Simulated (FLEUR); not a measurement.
A run of FLEUR MaX-R8.1 (later development tree) is set up as follows.

File inp.xml:

```xml
<?xml version="1.0" encoding="UTF-8" standalone="no"?>
<fleurInput fleurInputVersion="0.39">
   <comment>
      Ta                                                                                                  
   </comment>
   <calculationSetup>
      <cutoffs Kmax="4.1" Gmax="12.7" GmaxXC="12.7" numbands="all"/>
      <scfLoop itmax="60" minDistance="0.00001" maxIterBroyd="15" imix="Anderson" alpha="0.05" precondParam="0.0" spinf="2.0" sdNocoIR="T"/>
      <coreElectrons ctail="T" frcor="F" kcrel="0" coretail_lmax="0"/>
      <xcFunctional name="PBEs" relativisticCorrections="F"/>
      <magnetism jspins="1"/>
      <soc l_soc="T" theta="0.0" phi="0.0" spav="F"/>
      <expertModes spex="0" secvar="F"/>
      <geometryOptimization l_f="F" forcealpha="1.0" forcemix="BFGS" epsdisp="0.00001" epsforce="0.00001"/>
      <ldaU l_linMix="F" mixParam="0.05" spinf="1.0"/>
   </calculationSetup>
   <cell>
      <bzIntegration valenceElectrons="54.0" mode="hist" fermiSmearingEnergy="0.00183747">
         <kPointListSelection listName="default-1"/>
         <!-- k-points included here -->
         <xi:include xmlns:xi="http://www.w3.org/2001/XInclude" href="kpts.xml"> </xi:include>
      </bzIntegration>
      <!-- symmetry operations included here -->
      <xi:include xmlns:xi="http://www.w3.org/2001/XInclude" href="sym.xml"> </xi:include>
      <bulkLattice scale="1.0">
         <bravaisMatrix>
            <row-1>    5.4809088766524683     0.0000000000000000     0.0000000000000000</row-1>
            <row-2>   -2.7404544383262341     4.7466063230114566     0.0000000000000000</row-2>
            <row-3>    0.0000000000000000     0.0000000000000000     9.7628429446417382</row-3>
         </bravaisMatrix>
      </bulkLattice>
   </cell>
   <atomSpecies>
      <species name="Tantalum (Ta)" element="Ta" atomicNumber="73">
         <mtSphere radius="2.54" gridPoints="839" logIncrement="0.016"/>
         <atomicCutoffs lmax="10" lnonsphr="10"/>
         <electronConfig flipSpins="F">
            <coreConfig>(1s1/2) (2s1/2) (2p1/2) (2p3/2) (3s1/2) (3p1/2) (3p3/2) (4s1/2) (3d3/2) (3d5/2) (4p1/2) (4p3/2) (4d3/2) (4d5/2)</coreConfig>
            <valenceConfig>(5s1/2) (5p1/2) (5p3/2) (6s1/2) (4f5/2) (4f7/2) (5d3/2) (5d5/2)</valenceConfig>
            <stateOccupation state="(5d3/2)" spinUp="0.600000" spinDown="0.600000"/>
            <stateOccupation state="(5d5/2)" spinUp="0.900000" spinDown="0.900000"/>
         </electronConfig>
         <energyParameters s="6" p="6" d="5" f="4"/>
         <lo type="SCLO" l="0" n="5" eDeriv="0"/>
         <lo type="SCLO" l="1" n="5" eDeriv="0"/>
         <lo type="SCLO" l="2" n="5" eDeriv="2"/>
         <lo type="SCLO" l="3" n="4" eDeriv="2"/>
      </species>
   </atomSpecies>
   <atomGroups>
      <atomGroup species="Tantalum (Ta)">
         <relPos label="                   1">1.000/3.000 -1.000/3.000 1.000/4.000</relPos>
         <relPos label="                   2">-1.000/3.000 1.000/3.000 -1.000/4.000</relPos>
         <force calculate="T" relaxXYZ="TTT"/>
      </atomGroup>
   </atomGroups>
   <output dos="F" band="F" slice="F">
      <checks vchk="F" cdinf="F"/>
      <bandDOS minEnergy="-.5*Htr" maxEnergy="0.5*Htr" sigma="0.015" storeEVData="T"/>
      <vacuumDOS vacdos="F" integ="F" star="F" nstars="0" locx1="0.0" locy1="0.0" locx2="0.0" locy2="0.0" nstm="0" tworkf="0.0"/>
      <unfoldingBand unfoldBand="F" supercellX="1" supercellY="1" supercellZ="1"/>
      <plotting iplot="0" polar="F">
         <plot TwoD="T" vec1="  1.0  0.0  0.0" vec2="  0.0  1.0  0.0" vec3="  0.0  0.0  1.0" zero="  0.0  0.0  0.0" file="plot"/>
      </plotting>
      <chargeDensitySlicing numkpt="0" minEigenval="0.0" maxEigenval="0.0" nnne="0" pallst="F"/>
      <specialOutput eonly="F"/>
      <moessbauerParams electricFieldGradient="T" isomerShift="T" coreHyperfine="T" valenceHyperfine="T"/>
      <magneticCircularDichroism mcd="F" energyLo="-10.0" energyUp="0.0"/>
   </output>
  <!-- We include the file relax.xml here to enable relaxations (see documentation) -->
  <xi:include xmlns:xi="http://www.w3.org/2001/XInclude" href="relax.xml"> <xi:fallback/> </xi:include>
</fleurInput>
```

Contents of crystal.txt:

```
Ta
&input cartesian=F /
2.9003720726  0.0000000000  0.0000000000
-1.4501860363  2.5117958953  0.0000000000
0.0000000000  0.0000000000  5.1662740000
1.8897261246
1.0 1.0 1.0

2
73 0.3333333334  0.6666666668  0.2500000000
73 0.6666666668  0.3333333334  0.7500000000

&soc 0.0 0.0 /
&kpt div1=8 div2=8 div3=4 gamma=T /
```

Contents of inp.xml (bands):

```
<?xml version="1.0" encoding="UTF-8" standalone="no"?>
<fleurInput fleurInputVersion="0.39">
   <comment>
      Ta                                                                                                  
   </comment>
   <calculationSetup>
      <cutoffs Kmax="4.1" Gmax="12.7" GmaxXC="12.7" numbands="all"/>
      <scfLoop itmax="60" minDistance="0.00001" maxIterBroyd="15" imix="Anderson" alpha="0.05" precondParam="0.0" spinf="2.0" sdNocoIR="T"/>
      <coreElectrons ctail="T" frcor="F" kcrel="0" coretail_lmax="0"/>
      <xcFunctional name="PBEs" relativisticCorrections="F"/>
      <magnetism jspins="1"/>
      <soc l_soc="T" theta="0.0" phi="0.0" spav="F"/>
      <expertModes spex="0" secvar="F"/>
      <geometryOptimization l_f="F" forcealpha="1.0" forcemix="BFGS" epsdisp="0.00001" epsforce="0.00001"/>
      <ldaU l_linMix="F" mixParam="0.05" spinf="1.0"/>
   </calculationSetup>
   <cell>
      <bzIntegration valenceElectrons="54.0" mode="hist" fermiSmearingEnergy="0.00183747">
         <kPointListSelection listName="path-1"/>
         <!-- k-points included here -->
         <xi:include xmlns:xi="http://www.w3.org/2001/XInclude" href="kpts.xml"> </xi:include>
      </bzIntegration>
      <!-- symmetry operations included here -->
      <xi:include xmlns:xi="http://www.w3.org/2001/XInclude" href="sym.xml"> </xi:include>
      <bulkLattice scale="1.0">
         <bravaisMatrix>
            <row-1>    5.4809088766524683     0.0000000000000000     0.0000000000000000</row-1>
            <row-2>   -2.7404544383262341     4.7466063230114566     0.0000000000000000</row-2>
            <row-3>    0.0000000000000000     0.0000000000000000     9.7628429446417382</row-3>
         </bravaisMatrix>
      </bulkLattice>
   </cell>
   <atomSpecies>
      <species name="Tantalum (Ta)" element="Ta" atomicNumber="73">
         <mtSphere radius="2.54" gridPoints="839" logIncrement="0.016"/>
         <atomicCutoffs lmax="10" lnonsphr="10"/>
         <electronConfig flipSpins="F">
            <coreConfig>(1s1/2) (2s1/2) (2p1/2) (2p3/2) (3s1/2) (3p1/2) (3p3/2) (4s1/2) (3d3/2) (3d5/2) (4p1/2) (4p3/2) (4d3/2) (4d5/2)</coreConfig>
            <valenceConfig>(5s1/2) (5p1/2) (5p3/2) (6s1/2) (4f5/2) (4f7/2) (5d3/2) (5d5/2)</valenceConfig>
            <stateOccupation state="(5d3/2)" spinUp="0.600000" spinDown="0.600000"/>
            <stateOccupation state="(5d5/2)" spinUp="0.900000" spinDown="0.900000"/>
         </electronConfig>
         <energyParameters s="6" p="6" d="5" f="4"/>
         <lo type="SCLO" l="0" n="5" eDeriv="0"/>
         <lo type="SCLO" l="1" n="5" eDeriv="0"/>
         <lo type="SCLO" l="2" n="5" eDeriv="2"/>
         <lo type="SCLO" l="3" n="4" eDeriv="2"/>
      </species>
   </atomSpecies>
   <atomGroups>
      <atomGroup species="Tantalum (Ta)">
         <relPos label="                   1">1.000/3.000 -1.000/3.000 1.000/4.000</relPos>
         <relPos label="                   2">-1.000/3.000 1.000/3.000 -1.000/4.000</relPos>
         <force calculate="T" relaxXYZ="TTT"/>
      </atomGroup>
   </atomGroups>
   <output dos="F" band="T" slice="F">
      <checks vchk="F" cdinf="F"/>
      <bandDOS minEnergy="-.5*Htr" maxEnergy="0.5*Htr" sigma="0.015" storeEVData="T"/>
      <vacuumDOS vacdos="F" integ="F" star="F" nstars="0" locx1="0.0" locy1="0.0" locx2="0.0" locy2="0.0" nstm="0" tworkf="0.0"/>
      <unfoldingBand unfoldBand="F" supercellX="1" supercellY="1" supercellZ="1"/>
      <plotting iplot="0" polar="F">
         <plot TwoD="T" vec1="  1.0  0.0  0.0" vec2="  0.0  1.0  0.0" vec3="  0.0  0.0  1.0" zero="  0.0  0.0  0.0" file="plot"/>
      </plotting>
      <chargeDensitySlicing numkpt="0" minEigenval="0.0" maxEigenval="0.0" nnne="0" pallst="F"/>
      <specialOutput eonly="F"/>
      <moessbauerParams electricFieldGradient="T" isomerShift="T" coreHyperfine="T" valenceHyperfine="T"/>
      <magneticCircularDichroism mcd="F" energyLo="-10.0" energyUp="0.0"/>
   </output>
  <!-- We include the file relax.xml here to enable relaxations (see documentation) -->
  <xi:include xmlns:xi="http://www.w3.org/2001/XInclude" href="relax.xml"> <xi:fallback/> </xi:include>
</fleurInput>
```

Potentials or basis: all-electron, FLAPW.

The run is started by

```sh
$ inpgen -f crystal.txt -profile fastHighL
$ # inp.xml edited to the form shown
$ fleur_MPI
$ fleur_MPI   # second run, on inp.xml (bands)
```

**Question.** What does it give for the band gap along the path?

**Answer.** None (metal or under the smearing width).

Levels at the corners of the path, in eV from the Fermi level:
| point | band 51 | band 52 | band 53 | band 54 | band 55 | band 56 | band 57 | band 58 |
| --- | --- | --- | --- | --- | --- | --- | --- | --- |
| Γ | 0.03 | 0.03 | 0.39 | 0.39 | 0.91 | 0.91 | 0.92 | 0.92 |
| M | -0.34 | -0.34 | -0.32 | -0.32 | 0.46 | 0.46 | 1.04 | 1.04 |
| K | -1.55 | -1.55 | -0.56 | -0.56 | -0.42 | -0.42 | 1.18 | 1.18 |
| Γ | 0.03 | 0.03 | 0.39 | 0.39 | 0.91 | 0.91 | 0.92 | 0.92 |
| A | -1.09 | -1.09 | 0.46 | 0.46 | 0.46 | 0.46 | 0.93 | 0.93 |
| L | -2.22 | -2.22 | 1.55 | 1.55 | 1.55 | 1.55 | 2.68 | 2.68 |
| H | -1.76 | -1.76 | -0.65 | -0.65 | -0.40 | -0.40 | 1.47 | 1.47 |
| A | -1.09 | -1.09 | 0.46 | 0.46 | 0.46 | 0.46 | 0.93 | 0.93 |
| L | -2.22 | -2.22 | 1.55 | 1.55 | 1.55 | 1.55 | 2.68 | 2.68 |
| M | -0.34 | -0.34 | -0.32 | -0.32 | 0.46 | 0.46 | 1.04 | 1.04 |
| K | -1.55 | -1.55 | -0.56 | -0.56 | -0.42 | -0.42 | 1.18 | 1.18 |
| H | -1.76 | -1.76 | -0.65 | -0.65 | -0.40 | -0.40 | 1.47 | 1.47 |
